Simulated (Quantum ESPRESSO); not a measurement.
# Tc (P6_3/mmc) in Quantum ESPRESSO: notebook

The runs below take Tc through band structure, single point, equation of state, with PBEsol, LDA.

Everything below comes from runs of Quantum ESPRESSO 7.5. Logs are shortened: lines on timing, memory, paths and dates and some standing lists are left out, and cuts for length are marked.

### 1 Starting point

It takes space group P6_3/mmc (No. 194, hexagonal). Conventional cell: a = 2.739 Å, b = 2.739 Å, c = 8.770 Å, α = 90.00°, β = 90.00°, γ = 120.00°. Tc (site symmetry -6m2) has 12 Tc at 2.70 to 2.74 Å as nearest neighbours. Tc (site symmetry -3m) is surrounded by 12 Tc at 2.70 to 2.74 Å.

### 2 Band structure, PBEsol

The input, pw.in:

```
&CONTROL
  calculation = 'scf'
  prefix = 'pwscf'
  outdir = './tmp'
  pseudo_dir = './pseudo'
  tprnfor = .true.
  tstress = .true.
  disk_io = 'low'
/
&SYSTEM
  ibrav = 0
  celldm(1) = 8
  nat = 4
  ntyp = 1
  ecutwfc = 45
  ecutrho = 360
  nbnd = 40
  occupations = 'smearing'
  smearing = 'fd'
  degauss = 0.00367493
/
&ELECTRONS
  conv_thr = 8d-10
  electron_maxstep = 120
  mixing_beta = 0.5
/
ATOMIC_SPECIES
Tc    97.9072 tc_pbesol_v1.uspp.F.UPF
CELL_PARAMETERS alat
  0.6470789072307   0.0000000000000   0.0000000000000
 -0.3235394536035   0.5603867719123   0.0000000000000
  0.0000000000000   0.0000000000000   2.0715377238740
ATOMIC_POSITIONS crystal
Tc     0.6666666667    0.3333333333    0.7500000000
Tc     0.0000000000    0.0000000000    0.5000000000
Tc     0.3333333333    0.6666666667    0.2500000000
Tc     0.0000000000    0.0000000000    0.0000000000
K_POINTS automatic
11 11 3 0 0 0
```

The input, bands.in:

```
&CONTROL
  calculation = 'bands'
  prefix = 'pwscf'
  outdir = './tmp'
  pseudo_dir = './pseudo'
  disk_io = 'low'
  verbosity = 'high'
/
&SYSTEM
  ibrav = 0
  celldm(1) = 8
  nat = 4
  ntyp = 1
  ecutwfc = 45
  ecutrho = 360
  nbnd = 40
  occupations = 'smearing'
  smearing = 'fd'
  degauss = 0.00367493
/
&ELECTRONS
  conv_thr = 1d-08
  electron_maxstep = 120
  mixing_beta = 0.5
  diago_full_acc = .true.
  startingwfc = 'random'
/
ATOMIC_SPECIES
Tc    97.9072 tc_pbesol_v1.uspp.F.UPF
CELL_PARAMETERS alat
  0.6470789072307   0.0000000000000   0.0000000000000
 -0.3235394536035   0.5603867719123   0.0000000000000
  0.0000000000000   0.0000000000000   2.0715377238740
ATOMIC_POSITIONS crystal
Tc     0.6666666667    0.3333333333    0.7500000000
Tc     0.0000000000    0.0000000000    0.5000000000
Tc     0.3333333333    0.6666666667    0.2500000000
Tc     0.0000000000    0.0000000000    0.0000000000
K_POINTS crystal
60
 0.0000000000  0.0000000000  0.0000000000 1
 0.0555555556  0.0000000000  0.0000000000 1
 0.1111111111  0.0000000000  0.0000000000 1
 0.1666666667  0.0000000000  0.0000000000 1
 0.2222222222  0.0000000000  0.0000000000 1
 0.2777777778  0.0000000000  0.0000000000 1
 0.3333333333  0.0000000000  0.0000000000 1
 0.3888888889  0.0000000000  0.0000000000 1
 0.4444444444  0.0000000000  0.0000000000 1
 0.5000000000  0.0000000000  0.0000000000 1
 0.4666666667  0.0666666667  0.0000000000 1
 0.4333333333  0.1333333333  0.0000000000 1
 0.4000000000  0.2000000000  0.0000000000 1
 0.3666666667  0.2666666667  0.0000000000 1
 0.3333333333  0.3333333333  0.0000000000 1
 0.3000000000  0.3000000000  0.0000000000 1
 0.2666666667  0.2666666667  0.0000000000 1
 0.2333333333  0.2333333333  0.0000000000 1
 0.2000000000  0.2000000000  0.0000000000 1
 0.1666666667  0.1666666667  0.0000000000 1
 0.1333333333  0.1333333333  0.0000000000 1
 0.1000000000  0.1000000000  0.0000000000 1
 0.0666666667  0.0666666667  0.0000000000 1
 0.0333333333  0.0333333333  0.0000000000 1
 0.0000000000  0.0000000000  0.0000000000 1
 0.0000000000  0.0000000000  0.2500000000 1
 0.0000000000  0.0000000000  0.5000000000 1
 0.0555555556  0.0000000000  0.5000000000 1
 0.1111111111  0.0000000000  0.5000000000 1
 0.1666666667  0.0000000000  0.5000000000 1
 0.2222222222  0.0000000000  0.5000000000 1
 0.2777777778  0.0000000000  0.5000000000 1
 0.3333333333  0.0000000000  0.5000000000 1
 0.3888888889  0.0000000000  0.5000000000 1
 0.4444444444  0.0000000000  0.5000000000 1
 0.5000000000  0.0000000000  0.5000000000 1
 0.4666666667  0.0666666667  0.5000000000 1
 0.4333333333  0.1333333333  0.5000000000 1
 0.4000000000  0.2000000000  0.5000000000 1
 0.3666666667  0.2666666667  0.5000000000 1
 0.3333333333  0.3333333333  0.5000000000 1
 0.3076923077  0.3076923077  0.5000000000 1
 0.2820512821  0.2820512821  0.5000000000 1
 0.2564102564  0.2564102564  0.5000000000 1
 0.2307692308  0.2307692308  0.5000000000 1
 0.2051282051  0.2051282051  0.5000000000 1
 0.1794871795  0.1794871795  0.5000000000 1
 0.1538461538  0.1538461538  0.5000000000 1
 0.1282051282  0.1282051282  0.5000000000 1
 0.1025641026  0.1025641026  0.5000000000 1
 0.0769230769  0.0769230769  0.5000000000 1
 0.0512820513  0.0512820513  0.5000000000 1
 0.0256410256  0.0256410256  0.5000000000 1
 0.0000000000  0.0000000000  0.5000000000 1
 0.5000000000  0.0000000000  0.5000000000 1
 0.5000000000  0.0000000000  0.2500000000 1
 0.5000000000  0.0000000000  0.0000000000 1
 0.3333333333  0.3333333333  0.0000000000 1
 0.3333333333  0.3333333333  0.2500000000 1
 0.3333333333  0.3333333333  0.5000000000 1
```

Potentials or basis: GBRV 1.5 PBEsol.

On the command line:

```console
$ OMP_NUM_THREADS=1 mpirun -n 2 pw.x -nk 2 -in pw.in > pw.out
$ OMP_NUM_THREADS=1 mpirun -n 2 pw.x -nk 2 -in bands.in > bands.out
```

pw.out:

```text
This program is part of the open-source Quantum ESPRESSO suite
     for quantum simulation of materials; please cite
[... 13 lines left out ...]
     --------------------
     sticks:   dense  smooth     PW     G-vecs:    dense   smooth      PW
     Sum         673     337    109                44393    15623    2763

     Using Slab Decomposition

     bravais-lattice index     =            0
     lattice parameter (alat)  =       8.0000  a.u.
     unit-cell volume          =     384.5988 (a.u.)^3
     number of atoms/cell      =            4
     number of atomic types    =            1
     number of electrons       =        60.00
     number of Kohn-Sham states=           40
     kinetic-energy cutoff     =      45.0000  Ry
     charge density cutoff     =     360.0000  Ry
     scf convergence threshold =      8.0E-10
     mixing beta               =       0.5000
     number of iterations used =            8  plain     mixing
     Exchange-correlation= SLA  PW   PSX  PSC
                           (   1   4  10   8   0   0   0)

     celldm(1)=   8.000000  celldm(2)=   0.000000  celldm(3)=   0.000000
     celldm(4)=   0.000000  celldm(5)=   0.000000  celldm(6)=   0.000000

     crystal axes: (cart. coord. in units of alat)
               a(1) = (   0.647079   0.000000   0.000000 )
               a(2) = (  -0.323539   0.560387   0.000000 )
               a(3) = (   0.000000   0.000000   2.071538 )

     reciprocal axes: (cart. coord. in units 2 pi/alat)
               b(1) = (  1.545407  0.892241 -0.000000 )
               b(2) = (  0.000000  1.784482  0.000000 )
               b(3) = (  0.000000 -0.000000  0.482733 )

     PseudoPot. # 1 for Tc read from file:
     tc_pbesol_v1.uspp.F.UPF
     Pseudo is Ultrasoft + core correction, Zval = 15.0
     Generated by new atomic code, or converted to UPF format
     Using radial grid of  965 points,  6 beta functions with:
                l(1) =   0
                l(2) =   0
                l(3) =   1
                l(4) =   1
                l(5) =   2
                l(6) =   2
     Q(r) pseudized with  8 coefficients,  rinner =    1.300   1.300   1.300
                                                       1.300   1.300

     atomic species   valence    mass     pseudopotential
     Tc               15.00    97.90720     Tc( 1.00)

     24 Sym. Ops., with inversion, found (12 have fractional translation)

   Cartesian axes

     site n.     atom                  positions (alat units)
         1        Tc     tau(   1) = (   0.3235395   0.1867956   1.5536533  )
         2        Tc     tau(   2) = (   0.0000000   0.0000000   1.0357689  )
         3        Tc     tau(   3) = (  -0.0000000   0.3735912   0.5178844  )
         4        Tc     tau(   4) = (   0.0000000   0.0000000   0.0000000  )

     number of k points=    32  Fermi-Dirac smearing, width (Ry)=  0.0037
                       cart. coord. in units 2pi/alat
        k(    1) = (   0.0000000   0.0000000   0.0000000), wk =   0.0055096
        k(    2) = (   0.0000000   0.0000000   0.1609111), wk =   0.0110193
        k(    3) = (   0.0000000   0.1622256   0.0000000), wk =   0.0330579
        k(    4) = (   0.0000000   0.1622256   0.1609111), wk =   0.0661157
        k(    5) = (   0.0000000   0.3244512   0.0000000), wk =   0.0330579
        k(    6) = (   0.0000000   0.3244512   0.1609111), wk =   0.0661157
[... 24 lines left out ...]
        k(   31) = (   0.4214745   0.8922409   0.0000000), wk =   0.0330579
        k(   32) = (   0.4214745   0.8922409   0.1609111), wk =   0.0661157

     Dense  grid:    44393 G-vectors     FFT dimensions: (  32,  32, 108)

     Smooth grid:    15623 G-vectors     FFT dimensions: (  24,  24,  72)

     Check: negative core charge=   -0.000053

     Initial potential from superposition of free atoms

     starting charge      55.9999, renormalised to      60.0000

     negative rho (up, down):  5.303E-01 0.000E+00
     Starting wfcs are   52 randomized atomic wfcs

     Self-consistent Calculation

     iteration #  1     ecut=    45.00 Ry     beta= 0.50
     Davidson diagonalization with overlap
     ethr =  1.00E-02,  avg # of iterations =  2.0

     negative rho (up, down):  5.239E-01 0.000E+00

     total energy              =    -695.99159182 Ry
     estimated scf accuracy    <       4.03076254 Ry

     iteration #  2     ecut=    45.00 Ry     beta= 0.50
     Davidson diagonalization with overlap
     ethr =  6.72E-03,  avg # of iterations =  2.0

     negative rho (up, down):  5.272E-01 0.000E+00

     total energy              =    -696.71897493 Ry
     estimated scf accuracy    <       0.02278243 Ry
[... 55 lines left out ...]
     iteration #  9     ecut=    45.00 Ry     beta= 0.50
     Davidson diagonalization with overlap
     ethr =  1.61E-11,  avg # of iterations =  3.4

     negative rho (up, down):  5.237E-01 0.000E+00

     total energy              =    -696.73773799 Ry
     estimated scf accuracy    <          1.6E-09 Ry

     iteration # 10     ecut=    45.00 Ry     beta= 0.50
     Davidson diagonalization with overlap
     ethr =  2.62E-12,  avg # of iterations =  2.2

     negative rho (up, down):  5.237E-01 0.000E+00

     End of self-consistent calculation

          k = 0.0000 0.0000 0.0000 (  2003 PWs)   bands (ev):

   -44.1093 -44.0079 -43.9607 -43.8566 -16.7590 -16.1417 -16.0489 -15.6202
   -15.6202 -15.5325 -15.5325 -15.5172 -15.5172 -15.4280 -15.4280 -15.3920
    15.2757  17.1926  17.1929  17.2292  20.6922  20.7744  20.8201  20.8201
    20.8472  20.8472  21.2025  21.4509  21.4509  21.5658  21.5658  22.9918
    22.9918  23.7131  23.7131  24.3215  24.5831  24.5831  25.6044  25.6044

          k = 0.0000 0.0000 0.1609 (  1986 PWs)   bands (ev):

   -44.0933 -44.0503 -43.9176 -43.8733 -16.6726 -16.4340 -15.7468 -15.6076
   -15.6076 -15.5732 -15.5732 -15.4884 -15.4761 -15.4761 -15.4409 -15.4409
    15.5807  16.3810  17.2782  17.4257  20.6714  20.9216  20.9216  20.9615
    20.9615  21.0229  21.2812  21.2812  21.3684  21.3684  21.8503  23.2449
    23.2449  23.4771  23.6159  23.6159  24.8198  24.8198  25.3439  25.3439

          k = 0.0000 0.1622 0.0000 (  1977 PWs)   bands (ev):
[... 225 lines left out ...]
   -43.8537 -43.8506 -43.8022 -43.7992 -16.5012 -16.4640 -16.3366 -16.3209
   -16.2814 -16.1771 -16.0550 -15.9437 -15.9120 -15.7771 -15.7495 -15.6047
    18.0626  18.4803  18.5969  18.9719  19.0130  19.3714  19.5214  19.7480
    20.2816  20.6868  20.9258  21.4885  22.4301  22.7831  23.6783  24.2765
    24.8379  25.0886  25.3856  25.4572  29.9704  30.3613  31.5521  31.6338

          k = 0.4215 0.8922 0.1609 (  1964 PWs)   bands (ev):

   -43.8529 -43.8514 -43.8014 -43.7999 -16.4697 -16.4659 -16.3955 -16.3373
   -16.2007 -16.1753 -16.1017 -16.0167 -15.8221 -15.7670 -15.7216 -15.6495
    18.0915  18.2016  18.8852  18.8919  19.0824  19.2991  19.5157  19.7356
    20.6268  20.7864  20.8984  21.2426  22.4664  22.6303  23.5751  23.8292
    25.0400  25.2684  25.4569  25.6292  30.1983  30.4348  31.2613  31.3180

     the Fermi energy is    22.7127 ev

!    total energy              =    -696.73773799 Ry
     estimated scf accuracy    <          3.5E-10 Ry
     smearing contrib. (-TS)   =      -0.00184134 Ry
     internal energy E=F+TS    =    -696.73589665 Ry

     The total energy is F=E-TS. E is the sum of the following terms:
     one-electron contribution =     -89.31863985 Ry
     hartree contribution      =      87.55880796 Ry
     xc contribution           =    -127.60733603 Ry
     ewald contribution        =    -567.36872872 Ry

     convergence has been achieved in  10 iterations

     negative rho (up, down):  5.237E-01 0.000E+00

     Forces acting on atoms (cartesian axes, Ry/au):

     atom    1 type  1   force =     0.00000000    0.00000000    0.00000000
     atom    2 type  1   force =    -0.00000000   -0.00000000    0.00000000
     atom    3 type  1   force =    -0.00000000   -0.00000000   -0.00000000
     atom    4 type  1   force =    -0.00000000   -0.00000000   -0.00000000

     Total force =     0.000000     Total SCF correction =     0.000000

     Computing stress (Cartesian axis) and pressure

     negative rho (up, down):  5.237E-01 0.000E+00
          total   stress  (Ry/bohr**3)                   (kbar)     P=      -57.24
  -0.00042869   0.00000000   0.00000000          -63.06        0.00        0.00
   0.00000000  -0.00042869   0.00000000            0.00      -63.06        0.00
   0.00000000   0.00000000  -0.00030992            0.00        0.00      -45.59

=------------------------------------------------------------------------------=
   JOB DONE.
=------------------------------------------------------------------------------=
```

It took 60 s on 2 MPI ranks of Arm Neoverse V2, shared host; peak memory 0.3 GiB.

Results:

```yaml
Free_energy: -9479.5999 eV
Pressure: -5.7 GPa
Band_gap_on_the_k_mesh: none (metal or under the smearing width)
```

Stress tensor (GPa, compression positive):
```
-6.31  0.00  0.00
 0.00 -6.31  0.00
 0.00  0.00 -4.56
```

Levels at the corners of the path, in eV from the Fermi level:
| point | band 28 | band 29 | band 30 | band 31 | band 32 | band 33 |
| --- | --- | --- | --- | --- | --- | --- |
| Γ | -1.26 | -1.26 | -1.15 | -1.15 | 0.28 | 0.28 |
| M | 0.07 | 0.08 | 2.03 | 2.92 | 2.96 | 3.07 |
| K | -1.83 | -0.11 | -0.11 | 1.26 | 1.26 | 2.30 |
| Γ | -1.26 | -1.26 | -1.15 | -1.15 | 0.28 | 0.28 |
| A | -1.47 | -1.47 | -1.47 | -0.04 | -0.04 | 0.74 |
| L | -0.07 | 0.61 | 0.61 | 2.08 | 2.08 | 2.97 |
| H | -1.90 | -0.10 | -0.10 | 0.82 | 0.82 | 2.47 |
| A | -1.47 | -1.47 | -1.47 | -0.04 | -0.04 | 0.74 |
| L | -0.07 | 0.61 | 0.61 | 2.08 | 2.08 | 2.97 |
| M | 0.07 | 0.08 | 2.03 | 2.92 | 2.96 | 3.07 |
| K | -1.83 | -0.11 | -0.11 | 1.26 | 1.26 | 2.30 |
| H | -1.90 | -0.10 | -0.10 | 0.82 | 0.82 | 2.47 |

### 3 Single point, LDA, 13.39 Å³/atom

Edit pw.in of step 2 so:

```diff
@@ -5,5 +5,4 @@
   pseudo_dir = './pseudo'
-  tprnfor = .true.
   tstress = .true.
-  disk_io = 'low'
+  disk_io = 'nowf'
 /
@@ -11,3 +10,2 @@
   ibrav = 0
-  celldm(1) = 8
   nat = 4
@@ -27,7 +25,7 @@
 ATOMIC_SPECIES
-Tc    97.9072 tc_pbesol_v1.uspp.F.UPF
-CELL_PARAMETERS alat
-  0.6470789072307   0.0000000000000   0.0000000000000
- -0.3235394536035   0.5603867719123   0.0000000000000
-  0.0000000000000   0.0000000000000   2.0715377238740
+Tc    97.9072 tc_lda_v1.uspp.F.UPF
+CELL_PARAMETERS angstrom
+   2.6834343898    0.0000000000    0.0000000000
+  -1.3417171949    2.3239223509    0.0000000000
+   0.0000000000    0.0000000000    8.5906610552
 ATOMIC_POSITIONS crystal
```

Potentials or basis: GBRV 1.5 LDA.

On the command line:

```console
$ OMP_NUM_THREADS=1 mpirun -n 2 pw.x -nk 2 -in pw.in > pw.out
```

Wall time 22 s (2 MPI ranks of Arm Neoverse V2, shared host); peak memory 0.28 GiB.

Results (log left out):

| Quantity | Value |
| --- | --- |
| Free energy | -9491.3738 eV |
| Pressure | 10.3 GPa |
| Band gap on the k mesh | none (metal or under the smearing width) |

### 4 Single point, LDA, 13.68 Å³/atom

Edit pw.in of step 3 so:

```diff
@@ -27,5 +27,5 @@
 CELL_PARAMETERS angstrom
-   2.6834343898    0.0000000000    0.0000000000
-  -1.3417171949    2.3239223509    0.0000000000
-   0.0000000000    0.0000000000    8.5906610552
+   2.7023324377    0.0000000000    0.0000000000
+  -1.3511662188    2.3402885405    0.0000000000
+   0.0000000000    0.0000000000    8.6511606616
 ATOMIC_POSITIONS crystal
```

On the command line:

```console
$ OMP_NUM_THREADS=1 mpirun -n 2 pw.x -nk 2 -in pw.in > pw.out
```

It took 24 s on 2 MPI ranks of Arm Neoverse V2, shared host; peak memory 0.28 GiB.

The run converged. Its results:

```
Free energy            : -9491.4205 eV
Pressure               : 2.5 GPa
Band gap on the k mesh : none (metal or under the smearing width)
```

(Continued in part 2 of 2.)
